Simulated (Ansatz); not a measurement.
## A decomposition energy, worked out: NaH4

Level of theory: Ansatz, DFT PBE, scalar-relativistic, plane waves, PAW. All cells share a 420 eV cutoff and Γ-centred k meshes spaced at most about 0.3 Å⁻¹ (about 0.25 or finer for metals, 2π included). No spin polarisation.

Energies over the elements count from the elements' standard structures at the same level (H₂ as a molecule), with no fitted energy shifts.

These are static total energies at zero pressure. Weakly bound directions are ill-defined at this level, which has no dispersion term (NaH4 P6/mmm). With hydrogen, zero-point motion can shift formation energies by some tens of meV/atom.

A trial structure of NaH4 (reached from: ordered vacancies on the cation sites of aluminium diboride; relaxed: space group P6/mmm (No. 191), a = 4.219 Å, c = 6.132 Å) has a formation energy of 0.091 eV/atom. It holds H–H pairs as short as in free H₂ molecules (shortest 0.76 Å). At its composition the lowest mixture among the elements and 1 reference phase computed alike (others may be missing) consists of these:

```json
{"phase": "H2 (gas)", "source": "element", "ΔE_f (eV/atom)": "0.000"}
{"phase": "NaH (Fm-3m)", "source": "COD", "ΔE_f (eV/atom)": "-0.196"}
```

Task: Write the balanced decomposition and find its energy per atom, per formula unit and per mole of formula units.

Result: Balancing Na and H gives 2 NaH4 → 3 H2 + 2 NaH. The left side holds 10 atoms, and the products take 6/10 (H2) and 4/10 (NaH) of them. The mixture therefore lies at 6/10 × (0.000) + 4/10 × (-0.196) = -0.078 eV/atom. The reaction energy is -0.078 − (0.091) = -0.169 eV/atom. Times 5 atoms that is -0.845 eV per NaH4, and times 96.485 it is -82 kJ per mole of NaH4. Decomposition is downhill, so the trial structure is unstable against this mixture. Entropy of the gas would favour the products further at finite temperature.
